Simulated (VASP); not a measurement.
# BeTe (F-43m) in VASP: settings compared

The runs below take BeTe through relaxation of cell and atoms, with rev-vdW-DF2, optB86b-vdW, optPBE-vdW.

Program: VASP 6.6.1. These are calculated values, not measurements. Logs are shortened: lines on timing, memory, paths and dates and some standing lists are left out, and cuts for length are marked.

### Step 1. The crystal as given

It takes space group F-43m (No. 216, cubic). Conventional cell: a = 5.540 Å, b = 5.540 Å, c = 5.540 Å, α = 90.00°, β = 90.00°, γ = 90.00°. Around Te (site symmetry -43m) lie 4 Be at 2.40 Å. Be (site symmetry -43m) has 4 Te at 2.40 Å as nearest neighbours.

### Step 2. Relaxation of cell and atoms, rev-vdW-DF2

File INCAR:

```
SYSTEM = BeTe
AGGAC = 0.0
ALGO = Normal
EDIFF = 1E-6
EDIFFG = -0.01
ENCUT = 600
GGA = MK
IBRION = 2
ISIF = 3
ISMEAR = -1
LASPH = .TRUE.
LCHARG = .FALSE.
LREAL = .FALSE.
LUSE_VDW = .TRUE.
LWAVE = .FALSE.
NELM = 60
NSW = 60
PARAM1 = 0.1234
PARAM2 = 0.711357
PREC = Accurate
SIGMA = 0.05
ZAB_VDW = -1.8867
```

File KPOINTS:

```
k-points
0
G
  8 8 8
  0 0 0
```

File POSCAR:

```
BeTe
1.0
    0.0000000000      2.7700000000      2.7700000000
    2.7700000000      0.0000000000      2.7700000000
    2.7700000000      2.7700000000      0.0000000000
Te Be
1 1
Direct
    0.7500000000      0.7500000000      0.7500000000
    0.0000000000      0.0000000000      0.0000000000
```

Potentials or basis: VASP PAW PBE potentials, release 64 (Te, Be).

On the command line:

```console
cat potpaw_PBE.64/Te/POTCAR potpaw_PBE.64/Be/POTCAR > POTCAR
mpirun -np 1 vasp_std > vasp.out
```

OUTCAR:

```text
SYSTEM = BeTe
   EDIFF = 1E-6
   EDIFFG = -0.01
   ENCUT = 600
   GGA = MK
   IBRION = 2
   ISIF = 3
   ISMEAR = -1
   LASPH = .TRUE.
   LREAL = .FALSE.
   NELM = 60
   NSW = 60
   PREC = Accurate

 ion  position               nearest neighbor table
   1  0.750  0.750  0.750-   2 2.40   2 2.40   2 2.40   2 2.40
   2  0.000  0.000  0.000-   1 2.40   1 2.40   1 2.40   1 2.40

  LATTYP: Found a face centered cubic cell.
 ALAT       =     5.5400000000

  Lattice vectors:

 A1 = (   0.0000000000,   2.7700000000,   2.7700000000)
 A2 = (   2.7700000000,   0.0000000000,   2.7700000000)
 A3 = (   2.7700000000,   2.7700000000,   0.0000000000)

Analysis of symmetry for initial positions (statically):
=====================================================================
 Subroutine PRICEL returns:
 Original cell was already a primitive cell.

 Routine SETGRP: Setting up the symmetry group for a
 face centered cubic supercell.

 Subroutine GETGRP returns: Found 24 space group operations
 (whereof 24 operations were pure point group operations)
 out of a pool of 48 trial point group operations.

The static configuration has the point symmetry T_d .

Analysis of symmetry for dynamics (positions and initial velocities):
=====================================================================
 Subroutine PRICEL returns:
 Original cell was already a primitive cell.

 Routine SETGRP: Setting up the symmetry group for a
 face centered cubic supercell.

 Subroutine GETGRP returns: Found 24 space group operations
 (whereof 24 operations were pure point group operations)
 out of a pool of 48 trial point group operations.

The dynamic configuration has the point symmetry T_d .

 Subroutine INISYM returns: Found 24 space group operations
 (whereof 24 operations are pure point group operations),
 and found     1 'primitive' translations

----------------------------------------------------------------------------------------

                                     Primitive cell

  volume of cell :      42.5079

  direct lattice vectors                    reciprocal lattice vectors
     0.000000000  2.770000000  2.770000000    -0.180505415  0.180505415  0.180505415
     2.770000000  0.000000000  2.770000000     0.180505415 -0.180505415  0.180505415
[... 96 lines left out ...]
   NELECT =       8.0000    total number of electrons
   NUPDOWN=      -1.0000    fix difference up-down
   EMIN   =  10.00;   EMAX   =-10.00  energy-range for DOS
   EFERMI =   0.00;   METHOD = LEGACY
   ISMEAR =    -1;   SIGMA  =   0.05  broadening in eV -4-tet -1-fermi 0-gaus
   EFERMI_NEDOS =   21; number of points for ismear=-14 and -15
   IALGO  =     38    algorithm
   IMIX   =      4    mixing-type and parameters
     AMIX     =   0.40;   BMIX     =  1.00
     AMIX_MAG =   1.60;   BMIX_MAG =  1.00
  volume/ion in A,a.u.               =      21.25       143.43
  Fermi-wavevector in a.u.,A,eV,Ry     =   0.938170  1.772885 11.975354  0.880164
  Thomas-Fermi vector in A             =   2.065355
   LORBIT       =      0    0 simple, 1 ext, 2 COOP (PROOUT), +10 PAW based schemes
   GGA     = MK    functional components
   LHFCALC =     F    Hartree Fock is set to
   AEXX    =    0.0000 exact exchange contribution
   IVDW_NL    =     1    kernel type
   BPARAM     = 6.3000
   IVDW    =     0    specifies the selected vdW correction
   LEPSILON=     F    determine dielectric tensor
   LRPA    =     F    only Hartree local field effects (RPA)
 conjugate gradient relaxation of ions
 non-spin polarized calculation
  energy-cutoff  :      600.00
  volume of cell :       42.51
 maximum number of plane-waves:      1433
   NGX = 15   NGY = 15   NGZ = 15

--------------------------------------- Ionic step        1  -------------------------------------------

 number of electron       8.0000000 magnetization

 Free energy of the ion-electron system (eV)
  ---------------------------------------------------
  ext. energy  EPLUGINS =         0.00000000
  ---------------------------------------------------
  free energy    TOTEN  =        -5.58248294 eV

  energy without entropy =       -5.58248294  energy(sigma->0) =       -5.58248294

------------------------ aborting loop because EDIFF is reached ----------------------------------------

  FORCE on cell =-STRESS in cart. coord.  units (eV):
  Direction    XX          YY          ZZ          XY          YZ          ZX
  --------------------------------------------------------------------------------------
  -------------------------------------------------------------------------------------
  Total        1.0101980      1.0101980      1.0101980      0.0000000      0.0000000      0.0000000
  in kB       38.0756891     38.0756891     38.0756891      0.0000000      0.0000000      0.0000000
  external PRESSURE =      38.0756891 kB  Pullay stress =       0.0000000 kB
[... 63 lines left out ...]
--------------------------------------- Ionic step        3  -------------------------------------------

 number of electron       8.0000000 magnetization

 Free energy of the ion-electron system (eV)
  ---------------------------------------------------
  ext. energy  EPLUGINS =         0.00000000
  ---------------------------------------------------
  free energy    TOTEN  =        -5.61114580 eV

  energy without entropy =       -5.61114580  energy(sigma->0) =       -5.61114580

 E-fermi :   5.8988     XC(G=0):  -9.0785

 val. band max:        4.9364341420   @ k =   0.0000   0.0000   0.0000
 cond. band min:       6.9103860947   @ k =   0.5000   0.5000   0.0000
 fundamental gap:      1.9739519526
 Fermi energy:         5.8987714354

 k-point     1 :       0.0000    0.0000    0.0000
  band No.  band energies     occupation
      1      -7.3134      2.00000
      2       4.9364      2.00000
      3       4.9364      2.00000
      4       4.9364      2.00000
      5       8.5946      0.00000
      6       8.5946      0.00000
      7       8.5946      0.00000
      8       8.6908      0.00000
[... 243 lines left out ...]
 k-point    24 :      -0.3750    0.2500    0.1250
  band No.  band energies     occupation
      1      -5.7631      2.00000
      2      -0.1143      2.00000
      3       2.0843      2.00000
      4       3.0662      2.00000
      5       9.1390      0.00000
      6       9.3356      0.00000
      7      11.6076      0.00000
      8      12.6727      0.00000

 [... further k-points ...]

------------------------ aborting loop because EDIFF is reached ----------------------------------------

  FORCE on cell =-STRESS in cart. coord.  units (eV):
  Direction    XX          YY          ZZ          XY          YZ          ZX
  --------------------------------------------------------------------------------------
  -------------------------------------------------------------------------------------
  Total        0.0025985      0.0025985      0.0025985      0.0000000      0.0000000     -0.0000000
  in kB        0.0924384      0.0924384      0.0924384      0.0000000      0.0000000     -0.0000000
  external PRESSURE =       0.0924384 kB  Pullay stress =       0.0000000 kB
[... 21 lines left out ...]
  energy  without entropy=       -5.6111457955  energy(sigma->0) =       -5.61114580

Total vdW correction in eV:      1.2926274

 reached required accuracy - stopping structural energy minimisation
```

OSZICAR:

```text
N       E                     dE             d eps       ncg     rms          rms(c)
DAV:   1     0.248248088551E+02    0.24825E+02   -0.36686E+03   464   0.895E+02
DAV:   2    -0.491989963143E+01   -0.29745E+02   -0.28492E+02   640   0.108E+02
DAV:   3    -0.573729370902E+01   -0.81739E+00   -0.81739E+00   552   0.236E+01
[... 20 lines left out ...]
DAV:   2    -0.561199694768E+01    0.34552E-02   -0.78241E-03   472   0.495E-01    0.156E-01
DAV:   3    -0.561120170210E+01    0.79525E-03   -0.34968E-03   544   0.294E-01    0.798E-02
DAV:   4    -0.561116886826E+01    0.32834E-04   -0.76742E-05   544   0.675E-02    0.635E-02
DAV:   5    -0.561114628945E+01    0.22579E-04   -0.49875E-05   592   0.410E-02    0.107E-02
DAV:   6    -0.561114579560E+01    0.49386E-06   -0.19976E-06   504   0.922E-03
   3 F= -.56111458E+01 E0= -.56111458E+01  d E =-.286629E-01
```

CONTCAR:

```text
BeTe
   1.00000000000000
     0.0000000000000000    2.8238976088243315    2.8238976088243315
     2.8238976088243315    0.0000000000000000    2.8238976088243315
     2.8238976088243315    2.8238976088243315    0.0000000000000000
  Te              Be
     1     1
Direct
     0.7500000000000000    0.7500000000000000    0.7500000000000000
     0.0000000000000000    0.0000000000000000    0.0000000000000000

  0.00000000E+00  0.00000000E+00  0.00000000E+00
  0.00000000E+00  0.00000000E+00  0.00000000E+00
```

Wall time 2.6 min (1 thread of Intel Xeon Platinum 8488C (Sapphire Rapids), shared host); peak memory 0.39 GiB.

Results:

- Free energy: -5.6111 eV
- Relaxed volume: 22.52 Å³/atom
- Relaxed cell: a = 3.994 Å, b = 3.994 Å, c = 3.994 Å, α = 60.00°, β = 60.00°, γ = 60.00°
- Space group after relaxing (to 0.05 Å): F-43m (No. 216)
- Energy gained by relaxing: 14.3 meV/atom
- Ionic steps: 3
- Pressure after relaxing: 0.0 GPa
- Band gap on the k mesh: 1.97 eV, indirect (least direct gap 3.66 eV)

The path:
| step | energy change (eV) | largest force (eV/Å) | pressure (GPa) | volume (Å³) |
| --- | --- | --- | --- | --- |
| 1 | 0.0000 | 0.0000 | 3.81 | 42.51 |
| 2 | -0.0270 | 0.0000 | -0.81 | 45.69 |
| 3 | -0.0287 | 0.0000 | 0.01 | 45.04 |

Final structure:
```xyz
2
Lattice="0.0000 2.8239 2.8239 2.8239 0.0000 2.8239 2.8239 2.8239 0.0000" Properties=species:S:1:pos:R:3 pbc="T T T"
Te    4.2358    4.2358    4.2358
Be    0.0000    0.0000    0.0000
```

Caveat: the PAW data sets were made with another functional, which shifts forces and pressure a little; spin-orbit coupling is left out, which moves the levels of the heavy elements. Zero-point motion and thermal expansion aren't in these numbers.

### Step 3. Relaxation of cell and atoms, optB86b-vdW

File INCAR:

```
PREC = Accurate
ENCUT = 600
EDIFF = 1E-6
ISMEAR = -1
SIGMA = 0.05
LREAL = F
LASPH = T
NELM = 60
ALGO = Normal
ISIF = 3
LWAVE = F
LCHARG = F
GGA = MK
LUSE_VDW = T
AGGAC = 0.0
PARAM1 = 0.1234
PARAM2 = 1.0
IBRION = 2
NSW = 40
EDIFFG = -0.02
```

File KPOINTS:

```
Automatic mesh
0
Gamma
  8 8 8
```

POSCAR is that of step 2.

Potentials or basis: VASP PAW PBE potentials, release 64 (Te, Be).

On the command line:

```console
cat potpaw_PBE.64/Te/POTCAR potpaw_PBE.64/Be/POTCAR > POTCAR
mpirun -np 1 vasp_std > vasp.out
```

Wall time 3.1 min (1 thread of Intel Xeon Platinum 8488C (Sapphire Rapids), shared host); peak memory 0.39 GiB.

It converged, with:

```
Free energy                            : -5.3759 eV
Relaxed volume                         : 22.57 Å³/atom
Relaxed cell                           : a = 3.996 Å, b = 3.996 Å, c = 3.996 Å, α = 60.00°, β = 60.00°, γ = 60.00°
Space group after relaxing (to 0.05 Å) : F-43m (No. 216)
Energy gained by relaxing              : 15.4 meV/atom
Ionic steps                            : 3
Pressure after relaxing                : 0.0 GPa
Band gap on the k mesh                 : 2.01 eV, indirect (least direct gap 3.66 eV)
```

Step by step:
```
step  energy change (eV)  largest force (eV/Å)  pressure (GPa)  volume (Å³)
   1              0.0000                0.0000            3.95        42.51
   2             -0.0291                0.0000           -0.84        45.82
   3             -0.0309                0.0000            0.01        45.13
```

Final structure:
```
CELL_PARAMETERS angstrom
0.00000 2.82592 2.82592
2.82592 0.00000 2.82592
2.82592 2.82592 0.00000
ATOMIC_POSITIONS crystal
Te 0.75000 0.75000 0.75000
Be 0.00000 0.00000 0.00000
```

Levels at points of the mesh, in eV from the valence-band top:
| k point | band 2 | band 3 | band 4 | band 5 | band 6 | band 7 |
| --- | --- | --- | --- | --- | --- | --- |
| (0.00, 0.00, 0.00) | 0.00 | 0.00 | 0.00 | 3.66 | 3.66 | 3.66 |
| (0.50, 0.00, 0.00) | -5.45 | -1.11 | -1.11 | 3.09 | 4.63 | 4.63 |
| (0.50, 0.50, 0.00) | -5.03 | -2.59 | -2.59 | 2.01 | 2.71 | 9.68 |

Caveat: the PAW data sets were made with another functional, which shifts forces and pressure a little; spin-orbit coupling is left out, which moves the levels of the heavy elements. A k mesh can miss the band edges.

### Step 4. Relaxation of cell and atoms, optPBE-vdW

File INCAR:

```
PREC = Accurate
ENCUT = 600
EDIFF = 1E-7
ISMEAR = -1
SIGMA = 0.05
LREAL = False
LASPH = True
NELM = 60
ALGO = Normal
ISIF = 3
LWAVE = False
LCHARG = False
GGA = OR
LUSE_VDW = True
AGGAC = 0.0
IBRION = 2
NSW = 40
EDIFFG = -0.01
```

KPOINTS is that of step 3.

POSCAR is that of step 3.

On the command line:

```console
cat potpaw_PBE.64/Te/POTCAR potpaw_PBE.64/Be/POTCAR > POTCAR
mpirun -np 1 vasp_std > vasp.out
```

It took 3 min on 1 thread of Intel Xeon Platinum 8488C (Sapphire Rapids), shared host; peak memory 0.39 GiB.

The run converged. Its results:

- Free energy: -5.0079 eV
- Relaxed volume: 23.08 Å³/atom
- Relaxed cell: a = 4.026 Å, b = 4.026 Å, c = 4.026 Å, α = 60.00°, β = 60.00°, γ = 60.00°
- Space group after relaxing (to 0.05 Å): F-43m (No. 216)
- Energy gained by relaxing: 28.9 meV/atom
- Ionic steps: 3
- Pressure after relaxing: 0.0 GPa
- Band gap on the k mesh: 2.17 eV, indirect (least direct gap 3.68 eV)

Step by step:
```
step  energy change (eV)  largest force (eV/Å)  pressure (GPa)  volume (Å³)
   1              0.0000                0.0000            5.43        42.51
   2             -0.0548                0.0000           -1.06        47.09
   3             -0.0579                0.0000            0.02        46.16
```

Final structure:
```
Te Be
1.0
     0.00000    2.84710    2.84710
     2.84710    0.00000    2.84710
     2.84710    2.84710    0.00000
Te Be
1 1
Direct
  0.75000 0.75000 0.75000
  0.00000 0.00000 0.00000
```

Levels at points of the mesh, in eV from the valence-band top:
```csv
k point,band 2,band 3,band 4,band 5,band 6,band 7
"(0.00, 0.00, 0.00)",0.00,0.00,0.00,3.68,3.71,3.71
"(0.50, 0.00, 0.00)",-5.27,-1.06,-1.06,3.08,4.68,4.68
"(0.50, 0.50, 0.00)",-4.89,-2.49,-2.49,2.17,2.80,9.54
```

Caveat: the PAW data sets were made with another functional, which shifts forces and pressure a little; spin-orbit coupling is left out, which moves the levels of the heavy elements.

### Step 5. For comparison

An earlier run on the cell as given: functional PBEsol; potentials or basis VASP PAW PBE potentials, release 64 (Te, Be); cutoff 520 eV; k mesh 8 × 8 × 8; occupations fermi-dirac, width 0.05 eV; no spin polarisation.

* Pressure: 2.5 GPa
* Band gap on the k mesh: 1.73 eV, indirect (least direct gap 3.55 eV)

### Step 6. Overview

| task | level | cell | cutoff (eV) | ladder | gap on the mesh (eV) | pressure (GPa) | relaxed volume (Å³/atom) |
| --- | --- | --- | --- | --- | --- | --- | --- |
| relaxation of cell and atoms | rev-vdW-DF2 | relaxed | 600 | - | 1.97 | 0.0 | 22.52 |
| relaxation of cell and atoms | optB86b-vdW | relaxed | 600 | - | 2.01 | 0.0 | 22.57 |
| relaxation of cell and atoms | optPBE-vdW | relaxed | 600 | - | 2.17 | 0.0 | 23.08 |
| single point | PBEsol | as given | 520 | free | 1.73 | 2.5 | - |

Alike in all rows: potentials or basis VASP PAW PBE potentials, release 64 (Te, Be); no spin polarisation; k mesh 8 × 8 × 8; smearing fermi-dirac 0.05 eV.

Caveats: the PAW data sets were made with another functional, which shifts forces and pressure a little; spin-orbit coupling is left out, which moves the levels of the heavy elements.

Absolute energies hang on the potentials; compare differences alone.
